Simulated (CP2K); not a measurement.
**Ta: equation of state with r2SCAN**

**The experiment to reproduce.**

“Pressure effects on the electronic structure and superconductivity of (TaNb)0.67(HfZrTi)0.33 high entropy alloy”, 2019, arxiv:1910.08312 quotes, for a bulk crystal of Ta: bulk modulus 194 GPa.

Ta:

```
CELL_PARAMETERS angstrom
2.86010 0.00000 0.00000
-0.95337 2.69653 0.00000
-0.95337 -1.34826 2.33526
ATOMIC_POSITIONS crystal
Ta 0.00000 0.00000 0.00000
```

| Property | Result |
| --- | --- |
| Program | CP2K 2026.2 |
| Task | equation of state |
| Functional | r2SCAN |
| Potentials or basis | POTENTIAL_UZH Ta GTH-SCAN-q13; TZVP-MOLOPT-SCAN-GTH basis |
| Density cutoff | 9184 eV |
| k mesh | 11 × 11 × 11 |
| Occupations | fermi-dirac, width 0.0259 eV |
| Spin | no spin polarisation |

| Quantity | Value |
| --- | --- |
| Equilibrium volume | 17.58 Å³/atom |
| Bulk modulus | 216 GPa |
| Pressure derivative of the bulk modulus | 5.0 |

Energy against volume, from the lowest point:
| volume (Å³/atom) | energy (meV/atom) |
| --- | --- |
| 16.930 | 17.57 |
| 17.290 | 3.33 |
| 17.650 | 0.00 |
| 18.010 | 6.47 |
| 18.371 | 21.64 |
| 18.731 | 44.41 |
| 19.091 | 73.84 |

All runs of the series together: 25 min on 1 thread of AMD EPYC 7R32 (Zen 2), on a shared host.

Measured bulk modulus of Ta: 194 GPa (quoted in “Pressure effects on the electronic structure and superconductivity of (TaNb)0.67(HfZrTi)0.33 high entropy alloy”, 2019, arxiv:1910.08312). This calculation gives 216 GPa (+11.6 %). The fit is for a static lattice scaled at fixed shape and fixed fractional positions.

Caveat: the basis of atomic orbitals isn't converged, which shifts pressures, moduli and gaps. The run has no spin-orbit coupling, so splittings on Ta are missing.
